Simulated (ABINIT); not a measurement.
# PbSe (Clausthalite) (Fm-3m) in ABINIT: settings compared

The runs below take PbSe (Clausthalite) through single point, with LDA, PBE.

Everything below comes from runs of ABINIT 10.8.3 (patched build). Logs are shortened: lines on timing, memory, paths and dates and some standing lists are left out, and cuts for length are marked. The log counts tension as positive stress, the text compression.

**What was measured.**

From a printed reference work, monograph, for a bulk crystal of PbSe: band gap 0.28 eV (direct) at 300 K; band gap 0.15 eV (direct) at 4.2 K.

The results are compared with them further down.

**1. Starting point**

The structure is cubic, space group Fm-3m (No. 225). The conventional cell has a = 6.121 Å, b = 6.121 Å, c = 6.121 Å, α = 90.00°, β = 90.00°, γ = 90.00°. Around Pb (site symmetry m-3m) lie 6 Se at 3.06 Å. Around Se (site symmetry m-3m) lie 6 Pb at 3.06 Å.

**2. Single point, LDA**

File run.abi:

```
# Pseudopotentials
pp_dirpath "./"
pseudos "Pb.upf, Se.upf"

# Structure
acell 3*1.0 Angstrom
rprim
     0.0000000000     3.0606500000     3.0606500000
     3.0606500000     0.0000000000     3.0606500000
     3.0606500000     3.0606500000     0.0000000000
ntypat 2
znucl 82 34
natom 2
typat 1 2
xred
     0.0000000000     0.0000000000     0.0000000000
     0.5000000000     0.5000000000     0.5000000000

# Plane-wave basis
ecut 39.0

# k points
kptopt 1
ngkpt 6 6 6
nshiftk 1
shiftk 0.0 0.0 0.0

# Exchange and correlation
ixc 7

# Bands and occupations
nband 19
occopt 3
tsmear 0.05 eV

# SCF cycle
nstep 100
tolvrs 1.0e-10

# Output
iomode 3
prtwf 0
prteig 0
prtebands 0
prtvol 2
prtden 1
prtvha 1
prtvclmb 1
prtpot 1
prtelf 1
```

Potentials or basis: PseudoDojo NC SR LDA v0.4.1 standard.

The run is started by

```console
> mpirun --bind-to none -np 4 abinit run.abi > log 2>&1
```

run.abo:

```text
.Version 10.8.3 of ABINIT
 Symmetries : space group Fm -3 m (#225); Bravais cF (face-center cubic)
================================================================================
 Values of the parameters that define the memory need of the present run
     intxc =       0    ionmov =       0      iscf =       7    lmnmax =       6
     lnmax =       6     mgfft =      48  mpssoang =       3    mqgrid =    3001
     natom =       2  nloc_mem =       1    nspden =       1   nspinor =       1
    nsppol =       1      nsym =      48    n1xccc =    2501    ntypat =       2
    occopt =       3   xclevel =       1
       mpw =        4546          nfft =      110592          nkpt =          16
================================================================================
================================================================================

--------------------------------------------------------------------------------
------------- Echo of variables that govern the present computation ------------
--------------------------------------------------------------------------------
 -outvars: echo values of preprocessed input variables --------
            acell      1.8897261259E+00  1.8897261259E+00  1.8897261259E+00 Bohr
              amu      2.07200000E+02  7.89600000E+01
             ecut      3.90000000E+01 Hartree
              ixc           7
         kptrlatt        6    0    0      0    6    0      0    0    6
          kptrlen      4.90770878E+01
            natom           2
            nband          19
            ngfft          48      48      48
             nkpt          16
            nstep         100
             nsym          48
           ntypat           2
           occopt           3
        prtebands           0
           prteig           0
           prtelf           1
           prtpot           1
         prtvclmb           1
           prtvha           1
           prtvol           2
            prtwf           0
            rprim      0.0000000000E+00  3.0606500000E+00  3.0606500000E+00
                       3.0606500000E+00  0.0000000000E+00  3.0606500000E+00
                       3.0606500000E+00  3.0606500000E+00  0.0000000000E+00
          spgroup         225
           tolvrs      1.00000000E-10
           tsmear      1.83746611E-03 Hartree
            typat      1  2
           xangst      0.0000000000E+00  0.0000000000E+00  0.0000000000E+00
                       3.0606500000E+00  3.0606500000E+00  3.0606500000E+00
            xcart      0.0000000000E+00  0.0000000000E+00  0.0000000000E+00
                       5.7837902673E+00  5.7837902673E+00  5.7837902673E+00
             xred      0.0000000000E+00  0.0000000000E+00  0.0000000000E+00
                       5.0000000000E-01  5.0000000000E-01  5.0000000000E-01
            znucl       82.00000   34.00000

================================================================================

 chkinp: Checking input parameters for consistency.

================================================================================
== DATASET  1 ==================================================================

--- !DatasetInfo
iteration_state: {dtset: 1, }
dimensions: {natom: 2, nkpt: 16, mband: 19, nsppol: 1, nspinor: 1, nspden: 1, mpw: 4546, }
cutoff_energies: {ecut:  39.0, pawecutdg:  -1.0, }
electrons: {nelect:   3.00000000E+01, charge:   0.00000000E+00, occopt:   3.00000000E+00, tsmear:   1.83746611E-03, }
meta: {optdriver: 0, ionmov: 0, optcell: 0, iscf: 7, paral_kgb: 0, }
...

 Exchange-correlation functional for the present dataset will be:
  LDA: Perdew-Wang 92 LSD fit to Ceperley-Alder data - ixc=7
  J.P.Perdew and Y.Wang, PRB 45, 13244 (1992)

 Real(R)+Recip(G) space primitive vectors, cartesian coordinates (Bohr,Bohr^-1):
 R(1)=  0.0000000  5.7837903  5.7837903  G(1)= -0.0864485  0.0864485  0.0864485
 R(2)=  5.7837903  0.0000000  5.7837903  G(2)=  0.0864485 -0.0864485  0.0864485
 R(3)=  5.7837903  5.7837903  0.0000000  G(3)=  0.0864485  0.0864485 -0.0864485
 Unit cell volume ucvol=  3.8696136E+02 bohr^3
 Angles (23,13,12)=  6.00000000E+01  6.00000000E+01  6.00000000E+01 degrees

 getcut: wavevector=  0.0000  0.0000  0.0000  ngfft=  48  48  48
         ecut(hartree)=     39.000   => boxcut(ratio)=   2.08745

--- Pseudopotential description ------------------------------------------------
- pspini: atom type   1  psp file is ./Pb.upf
12 -1012 2 -1 1638                            pspcod,pspxc,lmax,lloc,mmax
     nproj     2     2     2

- pspini: atom type   2  psp file is ./Se.upf
12 -1012 2 -1 1198                            pspcod,pspxc,lmax,lloc,mmax
     nproj     2     2     2

   2.17555319E+03                                ecore*ucvol(ha*bohr**3)
[... 64 lines left out ...]
cartesian_forces: # hartree/bohr
- [ -0.00000000E+00,  -0.00000000E+00,  -0.00000000E+00, ]
- [ -0.00000000E+00,  -0.00000000E+00,  -0.00000000E+00, ]
force_length_stats: {min:   0.00000000E+00, max:   0.00000000E+00, mean:   0.00000000E+00, }
...

 Integrated electronic density in atomic spheres:
 ------------------------------------------------
 Atom  Sphere_radius  Integrated_density
    1        2.00000         10.05802935
    2        2.00000         13.22541271
================================================================================

 ----iterations are completed or convergence reached----

 Mean square residual over all n,k,spin=   59.602E-09; max=  14.997E-06
   0.0000  0.0000  0.0000    1  1.30080E-11 kpt; spin; max resid(k); each band:
  1.58E-16 1.57E-16 1.15E-15 3.50E-16 3.59E-16 7.27E-17 6.60E-17 6.27E-16
  2.07E-16 2.40E-16 7.95E-15 8.19E-15 3.37E-15 3.74E-15 3.71E-15 1.35E-13
  1.15E-12 5.73E-12 1.30E-11
   0.1667  0.0000  0.0000    1  2.24632E-08 kpt; spin; max resid(k); each band:
  4.68E-16 4.68E-16 9.84E-16 2.36E-16 2.35E-16 9.28E-17 7.98E-17 6.10E-16
  1.27E-16 1.19E-16 9.35E-15 7.29E-15 3.56E-15 3.63E-15 6.72E-15 5.48E-15
  5.20E-15 7.79E-15 2.25E-08
   0.3333  0.0000  0.0000    1  1.59320E-10 kpt; spin; max resid(k); each band:
  6.17E-16 6.18E-16 7.87E-16 2.56E-16 2.15E-16 7.97E-17 8.23E-17 6.16E-16
  6.08E-17 8.59E-17 8.33E-15 4.78E-15 3.43E-15 1.90E-15 1.11E-14 7.34E-15
  4.61E-15 3.91E-15 1.59E-10
   0.5000  0.0000  0.0000    1  1.28328E-11 kpt; spin; max resid(k); each band:
  6.54E-16 6.53E-16 3.84E-16 2.19E-16 2.19E-16 6.92E-17 7.27E-17 7.76E-16
  4.89E-17 5.43E-17 5.62E-15 3.60E-15 1.39E-15 1.00E-15 1.04E-14 5.64E-15
  1.44E-15 1.69E-15 1.28E-11
   0.1667  0.1667  0.0000    1  8.61374E-15 kpt; spin; max resid(k); each band:
[... 32 lines left out ...]
  2.51E-16 1.72E-16 8.44E-16 1.72E-16 1.73E-16 1.98E-16 8.59E-16 5.99E-17
  3.42E-17 4.42E-17 3.33E-15 2.13E-15 1.20E-14 7.97E-15 7.87E-15 3.22E-15
  9.32E-15 8.34E-15 1.37E-14
   0.5000  0.3333  0.1667    1  1.37728E-14 kpt; spin; max resid(k); each band:
  6.07E-16 3.15E-16 1.02E-15 3.03E-16 2.60E-16 1.72E-16 6.71E-17 7.10E-16
  7.59E-17 6.95E-17 6.16E-15 3.11E-15 8.74E-15 8.00E-15 3.65E-15 8.49E-15
  9.13E-15 1.38E-14 1.09E-14
  -0.3333  0.3333  0.1667    1  3.06005E-06 kpt; spin; max resid(k); each band:
  5.12E-16 5.94E-16 1.02E-15 3.81E-16 2.21E-16 1.92E-16 1.09E-16 5.44E-16
  1.45E-16 3.98E-17 3.85E-15 1.12E-15 9.92E-15 8.50E-15 3.41E-15 4.49E-15
  1.62E-14 3.99E-14 3.06E-06
  -0.3333  0.5000  0.1667    1  2.00842E-14 kpt; spin; max resid(k); each band:
  2.44E-16 4.62E-16 1.01E-15 3.52E-16 1.76E-16 2.35E-16 7.53E-16 4.83E-17
  1.25E-16 3.20E-17 3.24E-15 1.30E-15 1.13E-14 1.00E-14 5.65E-15 8.18E-15
  1.30E-14 1.98E-14 2.01E-14
 reduced coordinates (array xred) for    2 atoms
       0.000000000000      0.000000000000      0.000000000000
       0.500000000000      0.500000000000      0.500000000000
 rms dE/dt=  0.0000E+00; max dE/dt=  0.0000E+00; dE/dt below (all hartree)
    1       0.000000000000      0.000000000000      0.000000000000
    2       0.000000000000      0.000000000000      0.000000000000

 cartesian coordinates (angstrom) at end:
    1      0.00000000000000     0.00000000000000     0.00000000000000
    2      3.06065000000000     3.06065000000000     3.06065000000000

 cartesian forces (hartree/bohr) at end:
    1     -0.00000000000000    -0.00000000000000    -0.00000000000000
    2     -0.00000000000000    -0.00000000000000    -0.00000000000000
 frms,max,avg= 0.0000000E+00 0.0000000E+00   0.000E+00  0.000E+00  0.000E+00 h/b

 cartesian forces (eV/Angstrom) at end:
    1     -0.00000000000000    -0.00000000000000    -0.00000000000000
    2     -0.00000000000000    -0.00000000000000    -0.00000000000000
 frms,max,avg= 0.0000000E+00 0.0000000E+00   0.000E+00  0.000E+00  0.000E+00 e/A
 length scales=  1.889726125908  1.889726125908  1.889726125908 bohr
              =  1.000000000000  1.000000000000  1.000000000000 angstroms
 Fermi (or HOMO) energy (hartree) =   0.15131   Average Vxc (hartree)=  -0.38186
 Eigenvalues (hartree) for nkpt=  16  k points:
 kpt#   1, nband= 19, wtk=  0.00463, kpt=  0.0000  0.0000  0.0000 (reduced coord)
  -1.59375   -1.59375   -1.59365   -1.59365   -1.59365   -0.46558   -0.46558   -0.46553
  -0.46553   -0.46553   -0.35250   -0.08847    0.08070    0.08070    0.08070    0.31777
   0.31777    0.31777    0.38818
      occupation numbers for kpt#   1
   2.00000    2.00000    2.00000    2.00000    2.00000    2.00000    2.00000    2.00000
   2.00000    2.00000    2.00000    2.00000    2.00000    2.00000    2.00000    0.00000
   0.00000    0.00000    0.00000
 kpt#   2, nband= 19, wtk=  0.03704, kpt=  0.1667  0.0000  0.0000 (reduced coord)
  -1.59375   -1.59375   -1.59365   -1.59365   -1.59365   -0.46580   -0.46580   -0.46550
  -0.46523   -0.46523   -0.34488   -0.11172    0.08339    0.08339    0.09614    0.26013
   0.27999    0.27999    0.37949
      occupation numbers for kpt#   2
   2.00000    2.00000    2.00000    2.00000    2.00000    2.00000    2.00000    2.00000
   2.00000    2.00000    2.00000    2.00000    2.00000    2.00000    2.00000    0.00000
   0.00000    0.00000    0.00000
 kpt#   3, nband= 19, wtk=  0.03704, kpt=  0.3333  0.0000  0.0000 (reduced coord)
[... 96 lines left out ...]
  -1.59375   -1.59375   -1.59365   -1.59365   -1.59364   -0.46843   -0.46582   -0.46506
  -0.46492   -0.46405   -0.30232   -0.15895    0.00957    0.01730    0.11900    0.20496
   0.30378    0.31790    0.42487
      occupation numbers for kpt#  15
   2.00000    2.00000    2.00000    2.00000    2.00000    2.00000    2.00000    2.00000
   2.00000    2.00000    2.00000    2.00000    2.00000    2.00000    2.00000    0.00000
   0.00000    0.00000    0.00000
 kpt#  16, nband= 19, wtk=  0.05556, kpt= -0.3333  0.5000  0.1667 (reduced coord)
  -1.59375   -1.59375   -1.59365   -1.59364   -1.59364   -0.46951   -0.46565   -0.46536
  -0.46446   -0.46384   -0.29872   -0.14505   -0.02189    0.00981    0.08867    0.25383
   0.30796    0.34758    0.38615
      occupation numbers for kpt#  16
   2.00000    2.00000    2.00000    2.00000    2.00000    2.00000    2.00000    2.00000
   2.00000    2.00000    2.00000    2.00000    2.00000    2.00000    2.00000    0.00000
   0.00000    0.00000    0.00000
 Total charge density [el/Bohr^3]
)     Maximum=    2.4366E+00  at reduced coord.    0.5000    0.5000    0.5833
)Next maximum=    2.4366E+00  at reduced coord.    0.4167    0.5000    0.5833
)     Minimum=    4.4605E-04  at reduced coord.    0.5000    0.5000    0.5000
)Next minimum=    1.6687E-03  at reduced coord.    0.0000    0.0000    0.0000
   Integrated=    3.0000E+01

--- !EnergyTerms
iteration_state     : {dtset: 1, }
comment             : Components of total free energy in Hartree
kinetic             :  1.12753939379955E+02
hartree             :  4.99652446683597E+01
xc                  : -4.35926693366197E+01
Ewald energy        : -1.10678200262795E+02
psp_core            :  5.62214576614333E+00
local_psp           : -1.40387428714595E+02
non_local_psp       : -6.51637269744369E+01
internal            : -1.91480695473989E+02
'-kT*entropy'       : -5.13767976048071E-05
total_energy        : -1.91480746850787E+02
total_energy_eV     : -5.21045656122567E+03
band_energy         : -2.11502474120426E+01
...

 Cartesian components of stress tensor (hartree/bohr^3)
  sigma(1 1)=  8.34467510E-05  sigma(3 2)=  0.00000000E+00
  sigma(2 2)=  8.34467510E-05  sigma(3 1)=  0.00000000E+00
  sigma(3 3)=  8.34467510E-05  sigma(2 1)=  0.00000000E+00

-Cartesian components of stress tensor (GPa)         [Pressure= -2.4551E+00 GPa]
- sigma(1 1)=  2.45508818E+00  sigma(3 2)=  0.00000000E+00
- sigma(2 2)=  2.45508818E+00  sigma(3 1)=  0.00000000E+00
- sigma(3 3)=  2.45508818E+00  sigma(2 1)=  0.00000000E+00

== END DATASET(S) ==============================================================
================================================================================

 -outvars: echo values of variables after computation  --------
            acell      1.8897261259E+00  1.8897261259E+00  1.8897261259E+00 Bohr
           etotal     -1.9148074685E+02
            fcart     -0.0000000000E+00 -0.0000000000E+00 -0.0000000000E+00
                      -0.0000000000E+00 -0.0000000000E+00 -0.0000000000E+00
            rprim      0.0000000000E+00  3.0606500000E+00  3.0606500000E+00
                       3.0606500000E+00  0.0000000000E+00  3.0606500000E+00
                       3.0606500000E+00  3.0606500000E+00  0.0000000000E+00
           strten      8.3446750969E-05  8.3446750969E-05  8.3446750969E-05
                       0.0000000000E+00  0.0000000000E+00  0.0000000000E+00
           xangst      0.0000000000E+00  0.0000000000E+00  0.0000000000E+00
                       3.0606500000E+00  3.0606500000E+00  3.0606500000E+00
             xred      0.0000000000E+00  0.0000000000E+00  0.0000000000E+00
                       5.0000000000E-01  5.0000000000E-01  5.0000000000E-01
 Calculation completed.
```

Run time: 12 s. Hardware: 4 MPI ranks of Arm Neoverse V2, shared host; peak memory 0.32 GiB.

Results:

* Free energy: -5210.4566 eV
* Pressure: -2.5 GPa
* Band gap on the k mesh: 0.19 eV, direct
* Valence electrons inside the program's atomic spheres: Pb 10.06; Se 13.23

Levels at points of the mesh, in eV from the valence-band top:
| k point | band 13 | band 14 | band 15 | band 16 | band 17 | band 18 |
| --- | --- | --- | --- | --- | --- | --- |
| (0.00, 0.00, 0.00) | -1.82 | -1.82 | -1.82 | 4.63 | 4.63 | 4.63 |
| (0.50, 0.00, 0.00) | -1.41 | -1.41 | 0.00 | 0.19 | 1.64 | 1.64 |
| (0.50, 0.50, 0.00) | -4.98 | -3.20 | -3.20 | 3.68 | 5.53 | 5.53 |

Caveat: spin-orbit coupling is left out, which as a rule narrows the gap of such compounds by several tenths of an eV.

(Continued in part 2 of 2.)
